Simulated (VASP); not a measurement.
# Ba (Fm-3m) in VASP: notebook

One crystal, Ba, is run at these levels: PBE; tasks: single point.

Program: VASP 6.6.1. These are calculated values, not measurements. Logs are shortened: lines on timing, memory, paths and dates and some standing lists are left out, and cuts for length are marked.

### 1 The structure

It takes space group Fm-3m (No. 225, cubic). Conventional cell: a = 6.345 Å, b = 6.345 Å, c = 6.345 Å, α = 90.00°, β = 90.00°, γ = 90.00°. Around Ba (site symmetry m-3m) lie 12 Ba at 4.49 Å.

This isn't the form of Ba at room conditions, which is bcc.

### 2 Single point, PBE

File INCAR:

```
  ALGO = Normal
  EDIFF = 1E-6
  ENCUT = 520
  GGA = PE
  ISIF = 2
  ISMEAR = 0
  LASPH = True
  LCHARG = True
  LELF = True
  LREAL = False
  LVHAR = True
  LWAVE = False
  NBANDS = 11
  NELM = 80
  PREC = Accurate
  SIGMA = 0.15
```

File KPOINTS:

```
k-points
0
Gamma
  12 12 12
```

File POSCAR:

```
Ba
1.0
    0.0000000000      3.1723323880      3.1723323880
    3.1723323880      0.0000000000      3.1723323880
    3.1723323880      3.1723323880      0.0000000000
Ba
1
Direct
    0.0000000000      0.0000000000      0.0000000000
```

Potentials or basis: VASP PAW PBE potentials, release 64 (Ba_sv).

On the command line:

```bash
cat potpaw_PBE.64/Ba_sv/POTCAR > POTCAR
mpirun -np 1 vasp_std > vasp.out
```

OUTCAR:

```text
EDIFF = 1E-6
   ENCUT = 520
   GGA = PE
   ISIF = 2
   ISMEAR = 0
   LASPH = True
   LREAL = False
   NELM = 80
   PREC = Accurate

 ion  position               nearest neighbor table
   1  0.000  0.000  0.000-

  LATTYP: Found a face centered cubic cell.
 ALAT       =     6.3446647760

  Lattice vectors:

 A1 = (   0.0000000000,   3.1723323880,   3.1723323880)
 A2 = (   3.1723323880,   0.0000000000,   3.1723323880)
 A3 = (   3.1723323880,   3.1723323880,   0.0000000000)

Analysis of symmetry for initial positions (statically):
=====================================================================
 Subroutine PRICEL returns:
 Original cell was already a primitive cell.

 Routine SETGRP: Setting up the symmetry group for a
 face centered cubic supercell.

 Subroutine GETGRP returns: Found 48 space group operations
 (whereof 48 operations were pure point group operations)
 out of a pool of 48 trial point group operations.

The static configuration has the point symmetry O_h .

Analysis of symmetry for dynamics (positions and initial velocities):
=====================================================================
 Subroutine PRICEL returns:
 Original cell was already a primitive cell.

 Routine SETGRP: Setting up the symmetry group for a
 face centered cubic supercell.

 Subroutine GETGRP returns: Found 48 space group operations
 (whereof 48 operations were pure point group operations)
 out of a pool of 48 trial point group operations.

The dynamic configuration has the point symmetry O_h .

 Subroutine INISYM returns: Found 48 space group operations
 (whereof 48 operations are pure point group operations),
 and found     1 'primitive' translations

----------------------------------------------------------------------------------------

                                     Primitive cell

  volume of cell :      63.8508

  direct lattice vectors                    reciprocal lattice vectors
     0.000000000  3.172332388  3.172332388    -0.157612740  0.157612740  0.157612740
     3.172332388  0.000000000  3.172332388     0.157612740 -0.157612740  0.157612740
     3.172332388  3.172332388  0.000000000     0.157612740  0.157612740 -0.157612740

  length of vectors
     4.486355487  4.486355487  4.486355487     0.272993274  0.272993274  0.272993274

  position of ions in fractional coordinates (direct lattice)
     0.000000000  0.000000000  0.000000000

  ion indices of the primitive-cell ions
   primitive index   ion index
                 1           1

----------------------------------------------------------------------------------------

 KPOINTS: k-points

Automatic generation of k-mesh.
 Grid dimensions read from file:
 generate k-points for:   12   12   12

 Generating k-lattice:

  Cartesian coordinates                     Fractional coordinates (reciprocal lattice)
    -0.013134395  0.013134395  0.013134395     0.083333333  0.000000000  0.000000000
     0.013134395 -0.013134395  0.013134395     0.000000000  0.083333333  0.000000000
     0.013134395  0.013134395 -0.013134395     0.000000000  0.000000000  0.083333333

  Length of vectors
     0.022749439  0.022749439  0.022749439

  Shift w.r.t. Gamma in fractional coordinates (k-lattice)
     0.000000000  0.000000000  0.000000000

 Subroutine IBZKPT returns following result:
 ===========================================

 Found     72 irreducible k-points:

 Following reciprocal coordinates:
            Coordinates               Weight
  0.000000  0.000000  0.000000      1.000000
  0.083333  0.000000  0.000000      8.000000
  0.166667  0.000000  0.000000      8.000000
  0.250000  0.000000  0.000000      8.000000
  0.333333  0.000000  0.000000      8.000000
  0.416667  0.000000  0.000000      8.000000
[... 16 lines left out ...]
  0.500000  0.166667  0.000000     24.000000
 -0.416667  0.166667  0.000000     24.000000
 [... further k-points ...]
   k-points           NKPTS =     72   k-points in BZ     NKDIM =     72   number of bands    NBANDS=     11
   number of dos      NEDOS =    301   number of ions     NIONS =      1
   total plane-waves  NPLWV =  46656
   dimension x,y,z NGX =    36 NGY =   36 NGZ =   36
   dimension x,y,z NGXF=    72 NGYF=   72 NGZF=   72
   ions per type =               1
   NGX,Y,Z   is equivalent  to a cutoff of  13.34, 13.34, 13.34 a.u.
   NGXF,Y,Z  is equivalent  to a cutoff of  26.68, 26.68, 26.68 a.u.
 SYSTEM =  unknown system
   PREC   = accura    normal or accurate (medium, high low for compatibility)
   ISTART =      0    job   : 0-new  1-cont  2-samecut
   ICHARG =      2    charge: 1-file 2-atom 10-const
   ISPIN  =      1    spin polarized calculation?
   LNONCOLLINEAR =      F non collinear calculations
   LSORBIT =      F    spin-orbit coupling
   LASPH  =      T    aspherical Exc in radial PAW
   ENCUT  =  520.0 eV  38.22 Ry    6.18 a.u.   8.34  8.34  8.34*2*pi/ulx,y,z
   NELM   =     80;   NELMIN=  2; NELMDL= -5     # of ELM steps
   EDIFF  = 0.1E-05   stopping-criterion for ELM
   LREAL  =      F    real-space projection
   EDIFFG = 0.1E-04   stopping-criterion for IOM
   NSW    =      0    number of steps for IOM
   IBRION =     -1    ionic relax: 0-MD 1-quasi-New 2-CG
   NFREE  =      0    steps in history (QN), initial steepest desc. (CG)
   ISIF   =      2    stress and relaxation
   ISYM   =      2    0-nonsym 1-usesym 2-fastsym
   POTIM  = 0.5000    time-step for ionic-motion
   TEBEG  =    0.0;   TEEND  =   0.0 temperature during run
   PSTRESS=    0.0 pullay stress
   NELECT =      10.0000    total number of electrons
   NUPDOWN=      -1.0000    fix difference up-down
   EMIN   =  10.00;   EMAX   =-10.00  energy-range for DOS
   EFERMI =   0.00;   METHOD = LEGACY
   ISMEAR =     0;   SIGMA  =   0.15  broadening in eV -4-tet -1-fermi 0-gaus
   EFERMI_NEDOS =   21; number of points for ismear=-14 and -15
   IALGO  =     38    algorithm
   IMIX   =      4    mixing-type and parameters
     AMIX     =   0.40;   BMIX     =  1.00
     AMIX_MAG =   1.60;   BMIX_MAG =  1.00
  volume/ion in A,a.u.               =      63.85       430.89
  Fermi-wavevector in a.u.,A,eV,Ry     =   0.882442  1.667573 10.594908  0.778704
  Thomas-Fermi vector in A             =   2.003074
   LORBIT       =      0    0 simple, 1 ext, 2 COOP (PROOUT), +10 PAW based schemes
   GGA     = PE    functional components
   LHFCALC =     F    Hartree Fock is set to
   AEXX    =    0.0000 exact exchange contribution
   IVDW    =     0    specifies the selected vdW correction
   LEPSILON=     F    determine dielectric tensor
   LRPA    =     F    only Hartree local field effects (RPA)
 non-spin polarized calculation
 Gauss-broadening in eV      SIGMA  =   0.15
  energy-cutoff  :      520.00
  volume of cell :       63.85
 maximum number of plane-waves:      1759
 NGX is ok and might be reduce to    36
   NGX = 17   NGY = 17   NGZ = 17

 number of electron      10.0000000 magnetization

 Free energy of the ion-electron system (eV)
  ---------------------------------------------------
  ext. energy  EPLUGINS =         0.00000000
  ---------------------------------------------------
  free energy    TOTEN  =        -1.90014623 eV

  energy without entropy =       -1.88204631  energy(sigma->0) =       -1.89109627

 E-fermi :   1.6541     XC(G=0):  -7.3651

 val. band max:        1.5791152641   @ k =  -0.4167   0.5000   0.0833
 cond. band min:       1.6567676294   @ k =   0.5000   0.4167   0.0833
 fundamental gap:      0.0776523653
 Fermi energy:         1.6541296158

 k-point     1 :       0.0000    0.0000    0.0000
  band No.  band energies     occupation
      1     -27.2835      2.00000
      2     -12.2454      2.00000
      3     -12.2454      2.00000
      4     -12.2454      2.00000
      5      -1.1443      2.00000
      6       3.3965      0.00000
      7       3.3965      0.00000
      8       3.3965      0.00000
      9       4.9370      0.00000
     10       4.9370      0.00000
     11       7.6044      0.00000

 k-point     2 :       0.0833    0.0000    0.0000
  band No.  band energies     occupation
      1     -27.2810      2.00000
      2     -12.2769      2.00000
      3     -12.2493      2.00000
      4     -12.2493      2.00000
      5      -1.0230      2.00000
      6       3.2461      0.00000
      7       3.4550      0.00000
      8       3.4550      0.00000
      9       4.8570      0.00000
     10       4.8570      0.00000
     11       7.8998      0.00000

 k-point     3 :       0.1667    0.0000    0.0000
  band No.  band energies     occupation
      1     -27.2741      2.00000
      2     -12.3613      2.00000
      3     -12.2601      2.00000
      4     -12.2601      2.00000
      5      -0.6828      2.00000
      6       2.9201      0.00000
      7       3.5700      0.00000
      8       3.5700      0.00000
      9       4.7454      0.00000
     10       4.7454      0.00000
     11       8.2469      0.00000

 k-point     4 :       0.2500    0.0000    0.0000
  band No.  band energies     occupation
      1     -27.2647      2.00000
      2     -12.4731      2.00000
      3     -12.2747      2.00000
      4     -12.2747      2.00000
      5      -0.1995      2.00000
      6       2.6190      0.00000
      7       3.5686      0.00000
      8       3.5686      0.00000
      9       4.8829      0.00000
     10       4.8829      0.00000
     11       7.7461      0.00000
[... 239 lines left out ...]
 k-point    22 :       0.4167    0.1667    0.0000
  band No.  band energies     occupation
      1     -27.2475      2.00000
      2     -12.5960      2.00000
      3     -12.3469      2.00000
      4     -12.3289      2.00000
      5       0.7684      2.00000
      6       2.1897      0.00000
      7       2.9017      0.00000
      8       3.8054      0.00000
      9       5.3762      0.00000
     10       6.0485      0.00000
     11       7.8605      0.00000

 k-point    23 :       0.5000    0.1667    0.0000
  band No.  band energies     occupation
      1     -27.2426      2.00000
      2     -12.6414      2.00000
      3     -12.3704      2.00000
      4     -12.3289      2.00000
      5       1.0456      2.00000
      6       2.1915      0.00000
      7       2.9052      0.00000
      8       3.6784      0.00000
      9       6.0119      0.00000
     10       6.1609      0.00000
     11       7.2681      0.00000

 k-point    24 :      -0.4167    0.1667    0.0000
  band No.  band energies     occupation
      1     -27.2420      2.00000
      2     -12.6451      2.00000
      3     -12.3850      2.00000
      4     -12.3198      2.00000
      5       1.1039      2.00000
      6       2.2402      0.00000
      7       2.9002      0.00000
      8       3.6223      0.00000
      9       5.7582      0.00000
     10       6.3611      0.00000
     11       7.2906      0.00000

 [... further k-points ...]

------------------------ aborting loop because EDIFF is reached ----------------------------------------

  FORCE on cell =-STRESS in cart. coord.  units (eV):
  Direction    XX          YY          ZZ          XY          YZ          ZX
  --------------------------------------------------------------------------------------
  -------------------------------------------------------------------------------------
  Total        0.0327247      0.0327247      0.0327247     -0.0000000      0.0000000     -0.0000000
  in kB        0.8211450      0.8211450      0.8211450     -0.0000000      0.0000000     -0.0000000
  external PRESSURE =       0.8211450 kB  Pullay stress =       0.0000000 kB

 VOLUME and BASIS-vectors are now :
 -----------------------------------------------------------------------------
  energy-cutoff  :      520.00
  volume of cell :       63.85
      direct lattice vectors                 reciprocal lattice vectors
     0.000000000  3.172332388  3.172332388    -0.157612740  0.157612740  0.157612740
     3.172332388  0.000000000  3.172332388     0.157612740 -0.157612740  0.157612740
     3.172332388  3.172332388  0.000000000     0.157612740  0.157612740 -0.157612740

 POSITION                                       TOTAL-FORCE (eV/Angst)
 -----------------------------------------------------------------------------------
      0.00000      0.00000      0.00000         0.000000      0.000000      0.000000
 -----------------------------------------------------------------------------------
    total drift:                               -0.000000      0.000000      0.000000

  FREE ENERGIE OF THE ION-ELECTRON SYSTEM (eV)
  ---------------------------------------------------
  free  energy   TOTEN  =        -1.9001462276 eV

  energy  without entropy=       -1.8820463086  energy(sigma->0) =       -1.89109627
```

Wall time 72 s (1 thread of Intel Xeon Platinum 8375C at 2.90GHz (Ice Lake), shared host); peak memory 0.22 GiB.

What came out:

```
Free energy            : -1.9001 eV
Pressure               : 0.1 GPa
Band gap on the k mesh : none (metal or under the smearing width)
```

Levels at points of the mesh, in eV from the Fermi level:
```
           k point  band 1  band 2  band 3  band 4  band 5  band 6  band 7  band 8  band 9  band 10
(0.00, 0.00, 0.00)  -28.94  -13.90  -13.90  -13.90   -2.80    1.74    1.74    1.74    3.28     3.28
(0.50, 0.00, 0.00)  -28.90  -14.34  -13.96  -13.96   -0.97    1.00    1.60    1.60    4.46     4.46
(0.50, 0.50, 0.00)  -28.89  -14.31  -14.06  -14.06   -0.82   -0.18    2.00    4.47    4.82     4.82
```

The run has no spin-orbit coupling, so splittings on Ba are missing.

### 3 Single point, PBE

File INCAR:

```
SYSTEM = Ba
PREC = Accurate ; ENCUT = 520
EDIFF = 1E-6 ; ISMEAR = 0
SIGMA = 0.15 ; LREAL = .False.
LASPH = .True. ; NELM = 100
ALGO = Fast ; ISIF = 2
LWAVE = .False. ; LCHARG = .False.
GGA = PE ; NBANDS = 11
```

File KPOINTS:

```
regular mesh
0
Gamma
  14 14 14
  0 0 0
```

POSCAR is that of step 2.

Potentials or basis: VASP PAW PBE potentials, release 64 (Ba_sv).

On the command line:

```bash
cat potpaw_PBE.64/Ba_sv/POTCAR > POTCAR
mpirun -np 1 vasp_std > vasp.out
```

Run time: 100 s. Hardware: 1 thread of Intel Xeon Platinum 8375C at 2.90GHz (Ice Lake), shared host; peak memory 0.24 GiB.

The run converged. Its results:

| Quantity | Value |
| --- | --- |
| Free energy | -1.9001 eV |
| Pressure | 0.1 GPa |
| Band gap on the k mesh | none (metal or under the smearing width) |

Levels at points of the mesh, in eV from the Fermi level:
```csv
k point,band 3,band 4,band 5,band 6,band 7,band 8
"(0.00, 0.00, 0.00)",-13.90,-13.90,-2.79,1.75,1.75,1.75
"(0.50, 0.00, 0.00)",-13.95,-13.95,-0.96,1.01,1.60,1.60
"(0.50, 0.50, 0.00)",-14.05,-14.05,-0.82,-0.17,2.00,4.48
```

The run has no spin-orbit coupling, so splittings on Ba are missing.
